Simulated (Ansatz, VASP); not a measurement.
# GaN: VASP beside Ansatz, part 2 of 2

Wanted: the spread between two codes on one cell, functional and k mesh. The cell is taken from a series of VASP runs on this material, whose earlier steps may have relaxed, scaled or displaced it; both programs get it as it stands.

VASP 6.6.1 and Ansatz 0.2.0.

So far: Set-up; VASP: zone-centre phonons, r2SCAN.

**3. Ansatz: zone-centre phonons, r2SCAN**

Level of this step: Ansatz beside VASP: Kohn-Sham DFT, plane waves, r2SCAN (Ansatz).

Ansatz runs on its default PAW (the set named soft_2) files.

The same cell, functional, mesh and smearing now go to Ansatz, which takes its cutoff from its data sets.

Contents of input.yaml:

```yaml
crystal:
  lattice:
    - [3.188855531, 0.0, 0.0]
    - [-1.5944277655, 2.7616298988, 0.0]
    - [0.0, 0.0, 5.1940668973]
  atoms:
    - { symbol: Ga, position: [0.3333333333, 0.6666666667, 0.9991932276] }
    - { symbol: Ga, position: [0.6666666667, 0.3333333333, 0.4991932276] }
    - { symbol: "N", position: [0.3333333333, 0.6666666667, 0.3758067724] }
    - { symbol: "N", position: [0.6666666667, 0.3333333333, 0.8758067724] }
hamiltonian:
  xc: r2scan
  pseudopotentials: { kind: paw }
kpoints:
  mp_grid: { grid: [16, 16, 9] }
scf:
  occupations: { method: gaussian, width: 0.05 }
phonons:
  method: dfpt
  qpoints: [[0, 0, 0]]
```

Started as:

```sh
$ ansatz run input.yaml --threads 4 --pin off --max-ram 9216MiB --backend cpu --events-out ev --progress --plain --runs-dir out
```

Numbers of over 12 decimals in the logs are rounded to 6 here.

The program printed:

```text
Engine: ansatz 0.2.0, aarch64-unknown-linux-gnu
Pseudopotentials: kind: paw
Pseudopotential: Ga, paw, valence charge 13, recommended cutoff 500 eV (meta_gga), Ga.paw.azcp
Pseudopotential: N, paw, valence charge 5, recommended cutoff 500 eV (meta_gga), N.paw.azcp
Functional definition: r2SCAN
  parameter k0 = 0.174
  parameter k1 = 0.065
  parameter a1 = 4.9479
  exchange = r2scan_x(k0 = k0, k1 = k1, a1 = a1)
  correlation = r2scan_c
Crystal: 4 atoms, lattice volume = 45.741 Å³
Basis set: ecut = 500 eV, 1141 PW (Γ), exchange–correlation on 120×120×200 points (125 copies of the dense FFT grid, shifted against one another)
Bands: 22, of which v1, the nominal top of the filled ones, is band 18 counted from 1 (17 counted from 0)
Symmetry: 12 space group operations
k-points: 617 of 2304 (irreducible under 2 space group operations, time reversal used)
Non-local potential: Ga, projectors of the file, l = 0: 2, l = 1: 2, l = 2: 3, l = 3: 1
Non-local potential: N, projectors of the file, l = 0: 2, l = 1: 2, l = 2: 1
PAW form: soft (Blöchl's): semilocal exchange-correlation on the pseudo side does not see the compensation charge
PAW frozen core: Ga, regenerated for the run's functional (the file was generated under x = pbe(κ = 0.804, μ = 0.219515), c = pbe(β = 0.066725))
PAW frozen core: N, regenerated for the run's functional (the file was generated under x = pbe(κ = 0.804, μ = 0.219515), c = pbe(β = 0.066725))
PAW one-centre angular grid: Ga, 590 points (default); XC on 160 Gauss nodes
PAW one-centre angular grid: N, 302 points (default); XC on 160 Gauss nodes
Initial density: superposition of atomic densities (neutral atoms: chi_scale 0, normalization atom), corrected by the library's trained network
Initial wavefunctions: pseudopotential atomic-orbital guess
Functional: x = r2scan, c = r2scan; τ floored in thin density (d = 2e-4 eV/Å³)
SCF iter   1: F=—  HF=-8352.711790 eV  |F-HF|=—  |Δ(HF+E_count)|=         —  Δρ=1.25e-2  dr2=2.66e-2  dr2_τ=1.88e-1  ethr=1.77e-3  ⟨swp⟩=5.0  Hψ=54675  notcnv=0
preconditioner: auto → Resta (q_TF=auto, 2.622 Å⁻¹)  ε∞=4.5  [insulator: Δε(μ)=2.271 eV  Ē_g=17.607 eV  σ=0.050 eV  W_gap=1.00  n_scr=22 (ndim 8)  ℏωp=32.9 eV  f_vac=0.008  D(μ)=0.00/eV (n_scr^D=0)  ε∞_Penn≈4.5]
SCF iter   2: F=—  HF=-8352.774048 eV  |F-HF|=—  |Δ(HF+E_count)|=   6.23e-2  Δρ=5.83e-3  dr2=9.46e-3  dr2_τ=3.14e-4  ethr=7.40e-5  ⟨swp⟩=2.0  Hψ=32084  notcnv=0
SCF iter   3: F=—  HF=-8352.773521 eV  |F-HF|=—  |Δ(HF+E_count)|=   5.27e-4  Δρ=3.68e-3  dr2=2.65e-3  dr2_τ=8.78e-5  ethr=2.63e-5  ⟨swp⟩=2.2  Hψ=23690  notcnv=0
SCF iter   4: F=—  HF=-8352.773538 eV  |F-HF|=—  |Δ(HF+E_count)|=   1.76e-5  Δρ=2.96e-4  dr2=2.11e-5  dr2_τ=8.03e-6  ethr=7.36e-6  ⟨swp⟩=2.0  Hψ=23920  notcnv=0
SCF iter   5: F=—  HF=-8352.773561 eV  |F-HF|=—  |Δ(HF+E_count)|=   2.30e-5  Δρ=1.29e-4  dr2=3.97e-6  dr2_τ=4.28e-7  ethr=5.86e-8  ⟨swp⟩=2.0  Hψ=23482  notcnv=0
SCF iter   6: F=—  HF=-8352.773566 eV  |F-HF|=—  |Δ(HF+E_count)|=   5.06e-6  Δρ=3.51e-5  dr2=5.96e-7  dr2_τ=2.73e-8  ethr=1.10e-8  ⟨swp⟩=2.7  Hψ=24680  notcnv=0
SCF iter   7: F=—  HF=-8352.773566 eV  |F-HF|=—  |Δ(HF+E_count)|=   3.87e-7  Δρ=1.76e-5  dr2=1.40e-7  dr2_τ=8.75e-9  ethr=1.66e-9  ⟨swp⟩=2.0  Hψ=24459  notcnv=0
SCF iter   8: F=—  HF=-8352.773566 eV  |F-HF|=—  |Δ(HF+E_count)|=   2.27e-8  Δρ=7.90e-6  dr2=2.83e-8  dr2_τ=4.81e-10  ethr=3.89e-10  ⟨swp⟩=2.0  Hψ=15724  notcnv=0
SCF iter   9: F=—  HF=-8352.773566 eV  |F-HF|=—  |Δ(HF+E_count)|=   4.67e-9  Δρ=1.29e-6  dr2=7.67e-10  dr2_τ=8.16e-12  ethr=7.85e-11  ⟨swp⟩=2.0  Hψ=17151  notcnv=0
SCF iter  10: F=-8352.773566 eV  HF=-8352.773566 eV  |F-HF|=0.00e0  |Δ(HF+E_count)|=  9.46e-11  Δρ=6.16e-8  dr2=1.39e-12  dr2_τ=3.61e-14  ethr=1.00e-12  ⟨swp⟩=4.1  Hψ=67500  notcnv=0
SCF 1 converged in 10 iterations: F = -8352.773566 eV  dr2 = 1.39e-12
  greatest PAW one-centre occupation: 0.995 electrons in one spin orbital (limit 2), on the Ga atom at site 1 (counted from 0), in its partial waves of l = 2
DFPT response loops at Γ: preconditioner auto → Resta (q_TF=auto, 2.622 Å⁻¹)  ε∞=5.1 (no band partly filled); β = 1.00, the filter's whole step (`scf.mixing.beta` (0.50) is not read by the response loops at its default; to damp them type it under 1.00, their step now; it binds the ground state too); Broyden in place of MSR1
SCF converged after 10 iterations
Free energy (F): -8352.773566 eV
Harris-Foulkes:  -8352.773566 eV  (|F-HF|=0.00e0)
Internal energy: -8352.773566 eV  (E = F + TS)
E sigma→0 (E₀):  -8352.773566 eV
Fermi energy:    10.557405 eV
--- Per-component energies (eV) ---
  E_band       = -32.404065
  E_kinetic    = 493.881742
  E_local      = -3912.805769  (includes V_loc(G=0)·N_el)
  E_nonlocal   = 952.941684
  E_hartree    = 1804.964074
  E_xc         = -243.364679
  E_vxc        = -287.012153  (∫ρ·V_xc dr)
  E_paw        = -4274.803307  (= ΣΔE_a)
  E_vpaw       = -905.011540  (= ΣTr[D̂ρ^β])
  E_aug_tail   = -0.000039  (compensation charges beyond the density's cutoff)
  E_vtau       = 15.673824  (kinetic-family band-sum trace: ∫τ·v_τ [+ j·A + Jᵃ·Aᵃ] dr)
  E_ewald      = -3172.222003
  E_core_change = -1.365269  (= ΣΔE_core)
  E_smearing   = -0.000000  (= −TS)
  E_closure    = -0.000000  (closes the sum)
  Σ components = -8352.773566   (vs F -8352.773566, Δ=0.00e0)
--- Band table (eV; the first three rows and the last of 617) ---
  k-point 0: bands = [... 14 lower, 8.3417, 9.3632, 9.4021, 9.4021, 11.7120, 14.2004, 19.3349, 19.9688]
  k-point 1: bands = [... 14 lower, 8.3722, 8.9600, 9.3686, 9.3686, 12.0604, 14.2254, 19.2390, 19.9805]
  k-point 2: bands = [... 14 lower, 8.4604, 8.4604, 9.2728, 9.2728, 12.7459, 14.2858, 18.9911, 19.8313]
  k-point 616: bands = [... 14 lower, 5.7810, 6.1401, 7.4740, 7.9015, 15.7292, 15.8643, 17.9774, 18.0795]
--- Phonons (Γ-DFPT): 4 representative perturbations + reference, on 617 of 2304 k-points (Σ response iterations 29) ---
  k mesh reduced under 2 symmetry operations, with k and −k counted as one. Each operation leaves every solved perturbation unchanged. A smaller set is not considered because the functional reads the kinetic-energy density
  ASR residual: 6.058e-4 → 0.000e0 eV/Å²; symmetrization residual: 2.585e-5 eV/Å²
  ASR residual per site (eV/Å²): 7.50e-6 7.50e-6 6.06e-4 6.06e-4
  Γ frequencies (cm⁻¹): 0.00 0.00 0.00 142.63 142.63 333.87 526.75 548.77 548.77 558.31 558.31 692.17
  non-analytic LO–TO correction: not included (Born effective charges unavailable; polar crystals: no LO–TO splitting at Γ)
--- Phonons (arbitrary-q DFPT): 1 explicit q-point ---
  q = [0, 0, 0] (of the zone-centre solve; hermiticity 1.27e-6, symmetrization 7.40e-7): -0.00 -0.00 0.00 142.63 142.63 333.87 526.75 548.77 548.77 558.31 558.31 692.17
  sum rule: each row above includes the acoustic sum rule's correction from the zone centre's row sums; it moved no ω² by more than (3.43 cm⁻¹)²
```

Elapsed: 4.3 min, on 4 threads of Arm Neoverse V2, shared host; peak memory 3 GiB; 17 min of CPU time.

The column dr2 measures how far the density is from self-consistency, as an energy; F and HF (Harris–Foulkes) agree once it is small.

**4. Comparison**

Known differences besides the potentials themselves: VASP keeps PBE cores, Ansatz makes them for the functional; the cutoff is 500 eV in Ansatz and 520 eV in VASP; VASP uses finite displacements, Ansatz perturbation theory. Total energies have different zeros and are not compared.

Both answers:

| quantity | Ansatz | VASP | difference |
| --- | --- | --- | --- |
| optical mode 1 to 2 (cm⁻¹) | 142.6 | 139.4 | +2.30 % |
| optical mode 3 (cm⁻¹) | 333.9 | 325.4 | +2.60 % |
| optical mode 4 (cm⁻¹) | 526.8 | 531.1 | -0.82 % |
| optical mode 5 to 6 (cm⁻¹) | 548.8 | 554.0 | -0.95 % |
| optical mode 7 to 8 (cm⁻¹) | 558.3 | 564.3 | -1.05 % |
| optical mode 9 (cm⁻¹) | 692.2 | 695.4 | -0.46 % |

Modes are paired by rising frequency and degeneracy, not by their patterns, so a pair may still set unlike modes beside each other.

**5. Other set-ups**

Further runs change the set-up of one program: Ansatz's method, potentials or start, or VASP's data sets, cutoff or form of LDA. The table gives Ansatz less VASP for each quantity, since a change that brings one quantity closer may part another.

```csv
run,optical mode 1 to 2 (%),optical mode 3 (%),optical mode 4 (%),optical mode 5 to 6 (%),optical mode 7 to 8 (%),optical mode 9 (%)
as above,2.3,2.6,-0.82,-0.95,-1.1,-0.46
cores kept as stored,2.4,2.6,-0.87,-1.00,-1.1,-0.49
Ansatz's all-electron LAPW method,2.2,2.5,-1.0,-1.1,-1.2,-0.47
```

**6. Summary of results**

```json
{"r.m.s. difference of the optical zone-centre modes, each program's sorted by frequency (zone-centre phonons, r2SCAN)": "5.2 cm⁻¹", "difference in optical mode 3 (zone-centre phonons, r2SCAN)": "+2.6 %"}
```

What this shows: The r.m.s. difference of the optical zone-centre modes, each program's sorted by frequency is 5.2 cm⁻¹ (zone-centre phonons, r2SCAN). Among the rows given in per cent, the largest difference of the zone-centre phonons, r2SCAN pair is in optical mode 3, +2.6 %. For zone-centre phonons, r2SCAN, no further run moves any of the tabulated differences by more than a quarter of its size. 2 further runs of this series are not shown here. Such differences can come from data sets, numerical settings and the points named under the comparisons, not from the functional's error against experiment.

[Lines on the potential files, build, host, timing and source positions are cut from VASP's logs without a mark.]

[Logs are printed without paths, hosts, clocks, repeated set-up lines and the standing remarks that a program may print on its own settings, such as how far it seeks lower states.]

[Hosts, paths, dates, database ids (printed as entryN), source tags and the programs' standing remarks are cut or masked in the printed files.]
